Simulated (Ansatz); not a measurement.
The system is HfC.

```
Hf C
1.0
     3.34287    0.00000    0.00000
    -1.67143    2.89501    0.00000
     0.00000    0.00000    5.20271
Hf C
2 2
Cartesian
  0.0000 1.9300 1.3007
  1.6714 0.9650 3.9020
  0.0000 0.0000 2.6014
  0.0000 0.0000 0.0000
```

The cell comes from a database or a generator and needn't be the stable form of this composition.

Base run:

```yaml
Program: Ansatz 0.2.0
Functional: PBEsol
Potentials_or_basis: Ansatz PAW
Cutoff: "420 eV (not typed: the program's choice for these potentials)"
k_mesh: 9 × 9 × 5
Occupations: fermi-dirac, width 0.05 eV
Spin: spin-orbit coupling, no magnetisation
```

Its results: band gap on the k mesh none (metal or under the smearing width); pressure -7.9 GPa.

Problem. The run is repeated on the same cell with these changes: k mesh from 9 × 9 × 5 to 8 × 8 × 6; spin from spin-orbit coupling, no magnetisation to no spin polarisation; potential files from those of the base run to others of the same set. What comes out?

Solution. Band gap on the k mesh none (metal or under the smearing width); pressure -7.4 GPa.

Several settings changed at once, so the effect can't be laid on one alone.

Caveats: the PAW data sets come from PBE, with cores solved anew for the run's functional, which leaves a small shift of forces and pressure; the density of states is complete only up to the lowest level of the last band computed (some runs).
